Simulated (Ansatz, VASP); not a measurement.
## One calculation of Al, two programs

INCAR

```
PREC = Accurate
ENCUT = 520
EDIFF = 1E-6
ISMEAR = -1
SIGMA = 0.1
LREAL = F
LASPH = T
NELM = 80
ALGO = Normal
ISIF = 2
LWAVE = F
LCHARG = F
GGA = B5
ALDAX = 1.0
AGGAX = 1.0
AGGAC = 1.0
ALDAC = 0.0
NBANDS = 8
```

KPOINTS

```
regular mesh
0
Gamma
  22 22 22
```

The input POSCAR:

```
Al
1.0
    0.0000000000      2.0826814361      2.0826814361
    2.0826814361      0.0000000000      2.0826814361
    2.0826814361      2.0826814361      0.0000000000
Al
1
Direct
    0.0000000000      0.0000000000      0.0000000000
```

Input for Ansatz:

```yaml
crystal:
  lattice:
    - [0.0, 2.0826814361, 2.0826814361]
    - [2.0826814361, 0.0, 2.0826814361]
    - [2.0826814361, 2.0826814361, 0.0]
  atoms:
    - { symbol: Al, position: [0.0, 0.0, 0.0] }
hamiltonian:
  xc: blyp
  pseudopotentials:
    kind: paw
    azcp:
      Al: "pseudopotentials/Al.paw.azcp"
basis:
  ecutwfc: 420
  fft_grid_basis: typed
kpoints:
  mp_grid: { grid: [22, 22, 22], shift: [0, 0, 0] }
magnetization:
  spin_polarized: false
scf:
  occupations: { method: fermi_dirac, width: 0.1 }
output:
  stress: true
```

Alike in both runs: task single point; functional BLYP; k mesh 22 × 22 × 22; occupations fermi-dirac, width 0.1 eV; no spin polarisation.

```csv
,VASP,Ansatz
version,VASP 6.6.1,Ansatz 0.2.0
potentials or method,"VASP PAW PBE potentials, release 64 (Al)","plane waves (420 eV) with PAW, scalar-relativistic"
plane-wave cutoff (eV),520,420
valence electrons in the cell,3,3
```

VASP gave:

| Quantity | Value |
| --- | --- |
| pressure (GPa) | -1.8 |

Task: Estimate Ansatz's values.

Result: Pressure (GPa): -1.9.

Caveats: the PAW data sets were made with another functional, which shifts forces and pressure a little (VASP).
